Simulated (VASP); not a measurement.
# ZrB2 (P6/mmm) in VASP: single point with PBE

Aim: the single point of ZrB2 with PBE.

All numbers are computed with VASP 6.6.1; they aren't measurements. Logs are shortened: lines on timing, memory, paths and dates and some standing lists are left out, and cuts for length are marked.

### Step 1. The crystal as given

The structure is hexagonal, space group P6/mmm (No. 191). Conventional cell: a = 3.170 Å, b = 3.170 Å, c = 3.533 Å, α = 90.00°, β = 90.00°, γ = 120.00°. Zr (site symmetry 6/mmm) has 12 B at 2.54 Å as nearest neighbours. B (site symmetry -6m2) has 3 B at 1.83 Å as nearest neighbours.

### Step 2. Single point, PBE

INCAR reads:

```
SYSTEM = ZrB2
  PREC = Accurate
  ENCUT = 500
  EDIFF = 1E-7
  ISMEAR = 0
  SIGMA = 0.02
  LREAL = .FALSE.
  LASPH = .TRUE.
  NELM = 80
  ALGO = Fast
  ISIF = 2
  LWAVE = .FALSE.
  LCHARG = .TRUE.
  GGA = PE
  LELF = .TRUE.
  LVHAR = .TRUE.
```

KPOINTS reads:

```
regular mesh
0
G
  5 5 4
  0 0 0
```

POSCAR reads:

```
ZrB2
1.0
    3.1700000000      0.0000000000      0.0000000000
   -1.5850000000      2.7453005300      0.0000000000
    0.0000000000      0.0000000000      3.5330000000
Zr B
1 2
Direct
    0.0000000000      0.0000000000      0.0000000000
    0.6666666667      0.3333333333      0.5000000000
    0.3333333333      0.6666666667      0.5000000000
```

Potentials or basis: VASP PAW PBE potentials, release 64 (Zr_sv_GW, B_GW).

On the command line:

```
cat potpaw_PBE.64/Zr_sv_GW/POTCAR potpaw_PBE.64/B_GW/POTCAR > POTCAR
mpirun -np 1 vasp_std > vasp.out
```

OUTCAR:

```text
SYSTEM = ZrB2
   PREC = Accurate
   ENCUT = 500
   EDIFF = 1E-7
   ISMEAR = 0
   LREAL = .FALSE.
   LASPH = .TRUE.
   NELM = 80
   ISIF = 2
   GGA = PE

 ion  position               nearest neighbor table
   1  0.000  0.000  0.000-
   2  0.667  0.333  0.500-   3 1.83   3 1.83   3 1.83
   3  0.333  0.667  0.500-   2 1.83   2 1.83   2 1.83

  LATTYP: Found a hexagonal cell.
 ALAT       =     3.1700000000
 C/A-ratio  =     1.1145110410

  Lattice vectors:

 A1 = (   3.1700000000,   0.0000000000,   0.0000000000)
 A2 = (  -1.5850000000,   2.7453005300,   0.0000000000)
 A3 = (   0.0000000000,   0.0000000000,   3.5330000000)

Analysis of symmetry for initial positions (statically):
=====================================================================
 Subroutine PRICEL returns:
 Original cell was already a primitive cell.

 Routine SETGRP: Setting up the symmetry group for a
 hexagonal supercell.

 Subroutine GETGRP returns: Found 24 space group operations
 (whereof 24 operations were pure point group operations)
 out of a pool of 24 trial point group operations.

The static configuration has the point symmetry D_6h.

Analysis of symmetry for dynamics (positions and initial velocities):
=====================================================================
 Subroutine PRICEL returns:
 Original cell was already a primitive cell.

 Routine SETGRP: Setting up the symmetry group for a
 hexagonal supercell.

 Subroutine GETGRP returns: Found 24 space group operations
 (whereof 24 operations were pure point group operations)
 out of a pool of 24 trial point group operations.

The dynamic configuration has the point symmetry D_6h.

 Subroutine INISYM returns: Found 24 space group operations
 (whereof 24 operations are pure point group operations),
 and found     1 'primitive' translations

----------------------------------------------------------------------------------------

                                     Primitive cell

  volume of cell :      30.7463

  direct lattice vectors                    reciprocal lattice vectors
     3.170000000  0.000000000  0.000000000     0.315457413  0.182129422  0.000000000
    -1.585000000  2.745300530  0.000000000     0.000000000  0.364258845  0.000000000
     0.000000000  0.000000000  3.533000000     0.000000000  0.000000000  0.283045570

  length of vectors
     3.170000000  3.170000000  3.533000000     0.364258845  0.364258845  0.283045570

  position of ions in fractional coordinates (direct lattice)
     0.000000000  0.000000000  0.000000000
     0.666666667  0.333333333  0.500000000
     0.333333333  0.666666667  0.500000000

  ion indices of the primitive-cell ions
   primitive index   ion index
                 1           1
                 2           2
                 3           3

----------------------------------------------------------------------------------------

 KPOINTS: regular mesh

Automatic generation of k-mesh.
 Grid dimensions read from file:
 generate k-points for:    5    5    4

 Generating k-lattice:

  Cartesian coordinates                     Fractional coordinates (reciprocal lattice)
     0.063091483  0.036425884  0.000000000     0.200000000  0.000000000  0.000000000
     0.000000000  0.072851769  0.000000000     0.000000000  0.200000000  0.000000000
     0.000000000  0.000000000  0.070761393     0.000000000  0.000000000  0.250000000

  Length of vectors
     0.072851769  0.072851769  0.070761393

  Shift w.r.t. Gamma in fractional coordinates (k-lattice)
     0.000000000  0.000000000  0.000000000

 Subroutine IBZKPT returns following result:
 ===========================================

 Found     15 irreducible k-points:

 Following reciprocal coordinates:
            Coordinates               Weight
  0.000000  0.000000  0.000000      1.000000
  0.200000 -0.000000  0.000000      6.000000
  0.400000  0.000000  0.000000      6.000000
  0.200000  0.200000  0.000000      6.000000
  0.400000  0.200000  0.000000      6.000000
  0.000000  0.000000  0.250000      2.000000
  0.200000 -0.000000  0.250000     12.000000
  0.400000  0.000000  0.250000     12.000000
  0.200000  0.200000  0.250000     12.000000
  0.400000  0.200000  0.250000     12.000000
  0.000000  0.000000  0.500000      1.000000
  0.200000 -0.000000  0.500000      6.000000
  0.400000  0.000000  0.500000      6.000000
  0.200000  0.200000  0.500000      6.000000
  0.400000  0.200000  0.500000      6.000000
   k-points           NKPTS =     15   k-points in BZ     NKDIM =     15   number of bands    NBANDS=     13
   number of dos      NEDOS =    301   number of ions     NIONS =      3
   total plane-waves  NPLWV =  16128
   dimension x,y,z NGX =    24 NGY =   24 NGZ =   28
   dimension x,y,z NGXF=    48 NGYF=   48 NGZF=   56
   ions per type =               1   2
   NGX,Y,Z   is equivalent  to a cutoff of  12.59, 12.59, 13.18 a.u.
   NGXF,Y,Z  is equivalent  to a cutoff of  25.17, 25.17, 26.35 a.u.
 SYSTEM =  ZrB2
   PREC   = accura    normal or accurate (medium, high low for compatibility)
   ISTART =      0    job   : 0-new  1-cont  2-samecut
   ICHARG =      2    charge: 1-file 2-atom 10-const
   ISPIN  =      1    spin polarized calculation?
   LNONCOLLINEAR =      F non collinear calculations
   LSORBIT =      F    spin-orbit coupling
   LASPH  =      T    aspherical Exc in radial PAW
   ENCUT  =  500.0 eV  36.75 Ry    6.06 a.u.   5.78  5.78  6.44*2*pi/ulx,y,z
   NELM   =     80;   NELMIN=  2; NELMDL= -5     # of ELM steps
   EDIFF  = 0.1E-06   stopping-criterion for ELM
   LREAL  =      F    real-space projection
   EDIFFG = 0.1E-05   stopping-criterion for IOM
   NSW    =      0    number of steps for IOM
   IBRION =     -1    ionic relax: 0-MD 1-quasi-New 2-CG
   NFREE  =      0    steps in history (QN), initial steepest desc. (CG)
   ISIF   =      2    stress and relaxation
   ISYM   =      2    0-nonsym 1-usesym 2-fastsym
   POTIM  = 0.5000    time-step for ionic-motion
   TEBEG  =    0.0;   TEEND  =   0.0 temperature during run
   PSTRESS=    0.0 pullay stress
   NELECT =      18.0000    total number of electrons
   NUPDOWN=      -1.0000    fix difference up-down
   EMIN   =  10.00;   EMAX   =-10.00  energy-range for DOS
   EFERMI =   0.00;   METHOD = LEGACY
   ISMEAR =     0;   SIGMA  =   0.02  broadening in eV -4-tet -1-fermi 0-gaus
   EFERMI_NEDOS =   21; number of points for ismear=-14 and -15
   IALGO  =     68    algorithm
   IMIX   =      4    mixing-type and parameters
     AMIX     =   0.40;   BMIX     =  1.00
     AMIX_MAG =   1.60;   BMIX_MAG =  1.00
  volume/ion in A,a.u.               =      10.25        69.16
  Fermi-wavevector in a.u.,A,eV,Ry     =   1.369519  2.588016 25.518847  1.875582
  Thomas-Fermi vector in A             =   2.495387
   LORBIT       =      0    0 simple, 1 ext, 2 COOP (PROOUT), +10 PAW based schemes
   GGA     = PE    functional components
   LHFCALC =     F    Hartree Fock is set to
   AEXX    =    0.0000 exact exchange contribution
   IVDW    =     0    specifies the selected vdW correction
   LEPSILON=     F    determine dielectric tensor
   LRPA    =     F    only Hartree local field effects (RPA)
 non-spin polarized calculation
 RMM-DIIS sequential band-by-band and
 Gauss-broadening in eV      SIGMA  =   0.02
  energy-cutoff  :      500.00
  volume of cell :       30.75
 maximum number of plane-waves:       792
 NGX is ok and might be reduce to    24
   NGX = 11   NGY = 11   NGZ = 13

 number of electron      18.0000000 magnetization

 Free energy of the ion-electron system (eV)
  ---------------------------------------------------
  ext. energy  EPLUGINS =         0.00000000
  ---------------------------------------------------
  free energy    TOTEN  =       -26.70500825 eV

  energy without entropy =      -26.70433122  energy(sigma->0) =      -26.70466974

 E-fermi :  10.2768     XC(G=0): -12.3852

 val. band max:        9.9673744531   @ k =   0.2000   0.2000   0.0000
 cond. band min:      10.2767506024   @ k =   0.4000   0.2000   0.0000
 fundamental gap:      0.3093761493
 Fermi energy:        10.2767506024

 k-point     1 :       0.0000    0.0000    0.0000
  band No.  band energies     occupation
      1     -38.1233      2.00000
      2     -16.3224      2.00000
      3     -15.7619      2.00000
      4     -15.7619      2.00000
      5      -2.2248      2.00000
      6       7.8774      2.00000
      7       7.8774      2.00000
      8       7.9238      2.00000
      9       8.1590      2.00000
     10      14.5292      0.00000
     11      15.3599      0.00000
     12      15.6321      0.00000
     13      15.6467      0.00000

 k-point     2 :       0.2000   -0.0000    0.0000
  band No.  band energies     occupation
      1     -38.0833      2.00000
      2     -16.2629      2.00000
      3     -16.1017      2.00000
      4     -15.8369      2.00000
      5      -1.4585      2.00000
      6       6.0464      2.00000
      7       7.4786      2.00000
      8       7.8289      2.00000
      9       8.4542      2.00000
     10      12.7168      0.00000
     11      13.4793      0.00000
     12      13.8346      0.00000
     13      14.4289      0.00000

 k-point     3 :       0.4000    0.0000    0.0000
  band No.  band energies     occupation
      1     -38.0183      2.00000
      2     -16.6142      2.00000
      3     -16.1650      2.00000
      4     -15.9553      2.00000
      5       0.4880      2.00000
      6       3.1675      2.00000
      7       6.7180      2.00000
      8       7.5149      2.00000
      9       8.0076      2.00000
     10      12.8982      0.00000
     11      13.0104      0.00000
     12      14.3812      0.00000
     13      16.4833      0.00000
[... 161 lines left out ...]
 k-point    14 :       0.2000    0.2000    0.5000
  band No.  band energies     occupation
      1     -38.0122      2.00000
      2     -16.4914      2.00000
      3     -16.3803      2.00000
      4     -15.9861      2.00000
      5       0.3650      2.00000
      6       4.3378      2.00000
      7       6.1482      2.00000
      8       6.2890      2.00000
      9       8.1554      2.00000
     10      13.4982      0.00000
     11      14.6518      0.00000
     12      14.6773      0.00000
     13      15.7392      0.00000

 k-point    15 :       0.4000    0.2000    0.5000
  band No.  band energies     occupation
      1     -37.9798      2.00000
      2     -16.5277      2.00000
      3     -16.4219      2.00000
      4     -16.1413      2.00000
      5       1.0069      2.00000
      6       2.7192      2.00000
      7       5.6658      2.00000
      8       7.1797      2.00000
      9       8.1626      2.00000
     10      14.4371      0.00000
     11      15.9144      0.00000
     12      16.5361      0.00000
     13      17.4347      0.00000

------------------------ aborting loop because EDIFF is reached ----------------------------------------

  FORCE on cell =-STRESS in cart. coord.  units (eV):
  Direction    XX          YY          ZZ          XY          YZ          ZX
  --------------------------------------------------------------------------------------
  -------------------------------------------------------------------------------------
  Total        0.1273691      0.1273691     -0.1058798     -0.0000000     -0.0000000     -0.0000000
  in kB        6.6371554      6.6371554     -5.5173569     -0.0000000     -0.0000000     -0.0000000
  external PRESSURE =       2.5856513 kB  Pullay stress =       0.0000000 kB

 VOLUME and BASIS-vectors are now :
 -----------------------------------------------------------------------------
  energy-cutoff  :      500.00
  volume of cell :       30.75
      direct lattice vectors                 reciprocal lattice vectors
     3.170000000  0.000000000  0.000000000     0.315457413  0.182129422  0.000000000
    -1.585000000  2.745300530  0.000000000     0.000000000  0.364258845  0.000000000
     0.000000000  0.000000000  3.533000000     0.000000000  0.000000000  0.283045570

 POSITION                                       TOTAL-FORCE (eV/Angst)
 -----------------------------------------------------------------------------------
      0.00000      0.00000      0.00000         0.000000     -0.000000      0.000000
      1.58500      0.91510      1.76650         0.000000      0.000000      0.000000
     -0.00000      1.83020      1.76650        -0.000000     -0.000000      0.000000
 -----------------------------------------------------------------------------------
    total drift:                               -0.000000      0.000000      0.000000

  FREE ENERGIE OF THE ION-ELECTRON SYSTEM (eV)
  ---------------------------------------------------
  free  energy   TOTEN  =       -26.7050082505 eV

  energy  without entropy=      -26.7043312230  energy(sigma->0) =      -26.70466974
```

Wall time 20 s (1 thread of Intel Xeon Platinum 8259CL at 2.50GHz (Skylake/Cascade Lake), shared host); peak memory 0.14 GiB.

Results:

- Free energy: -26.7050 eV
- Pressure: 0.3 GPa
- Band gap on the k mesh: none (metal or under the smearing width)

Stress tensor (GPa, compression positive):
```
 0.66  0.00  0.00
 0.00  0.66  0.00
 0.00  0.00 -0.55
```

Caveat: the k mesh is coarse (spacing up to 0.46 Å⁻¹), so the values aren't converged.

### Step 3. For comparison

An earlier run on the cell as given: functional PBEsol; potentials or basis VASP PAW PBE potentials, release 64 (Zr_sv, B); cutoff 520 eV; k mesh 10 × 10 × 8; occupations fermi-dirac, width 0.05 eV; no spin polarisation.

- Pressure: -3.8 GPa
- Band gap on the k mesh: none (metal or under the smearing width)
